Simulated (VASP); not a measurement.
## MgSe: single point with PBE+D4

The system is MgSe.

```
Mg Se
1.0
     0.00000    2.67930    2.67930
     2.67930    0.00000    2.67930
     2.67930    2.67930    0.00000
Mg Se
1 1
Direct
  0.00000 0.00000 0.00000
  0.50000 0.50000 0.50000
```

- Program: VASP 6.6.1
- Task: single point
- Functional: PBE
- Dispersion: D4
- Potentials or basis: VASP PAW PBE potentials, release 64 (Mg, Se)
- Cutoff: 520 eV
- k mesh: 5 × 5 × 5
- Occupations: gaussian, width 0.01 eV
- Spin: no spin polarisation
- Dipole correction: no
- Further INCAR settings: ALGO = Normal; EDIFF = 1e-07; NBANDS = 11

```yaml
Pressure: 3.4 GPa
Band_gap_on_the_k_mesh: 2.30 eV, indirect (least direct gap 2.95 eV)
Dispersion_energy_per_atom: -0.320 eV
```

Levels at points of the mesh, in eV from the valence-band top:
```
           k point  band 2  band 3  band 4  band 5  band 6  band 7
(0.00, 0.00, 0.00)    0.00    0.00    0.00    2.95    7.38    7.38
```

It took 11 s on 1 thread of Intel(R) Xeon(R) Platinum 8375C CPU @ 2.90GHz (Ice Lake) (shared host), peak memory 0.15 GiB.

Caveat: an odd mesh through Γ misses points on the zone boundary, where band edges often lie. Expect the measured gap to be larger: semilocal functionals such as PBE lack the derivative discontinuity.
